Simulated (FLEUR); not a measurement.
CdSe: equation of state with LDA (Moruzzi-Janak-Williams)

CdSe:

```
Cd Se
1.0
     0.00000    3.07027    3.07027
     3.07027    0.00000    3.07027
     3.07027    3.07027    0.00000
Cd Se
1 1
Direct
  0.00000 0.00000 0.00000
  0.25000 0.25000 0.25000
```

Measurements of this composition are mostly on another form, of space group No. 186.

| Item | Value |
| --- | --- |
| Program | FLEUR MaX-R8.1 (later development tree) |
| Task | equation of state |
| Functional | LDA (Moruzzi-Janak-Williams) |
| Potentials or basis | all-electron |
| Basis | FLAPW |
| Kmax | 4.73 1/bohr |
| k mesh | 8 × 8 × 8 |
| Occupations | fermi-dirac, width 0.05 eV |
| Spin | no spin polarisation |
| Gmax | 14.7 1/bohr |
| Muffin-tin radii | Cd 2.44, Se 2.07 bohr |
| lmax | Cd 10, Se 9 |
| Local orbitals a species | Cd 5, Se 4 |

```json
{
  "Equilibrium volume": "27.15 Å³/atom (rough: see the caveat)",
  "Bulk modulus": "58 GPa (rough)"
}
```

Energy against volume, from the lowest point:
```csv
volume (Å³/atom),energy (meV/atom)
27.206,0.00
27.784,2.54
28.942,18.86
30.100,47.49
30.679,65.52
```

Caveat: the minimum lies outside the volumes run.
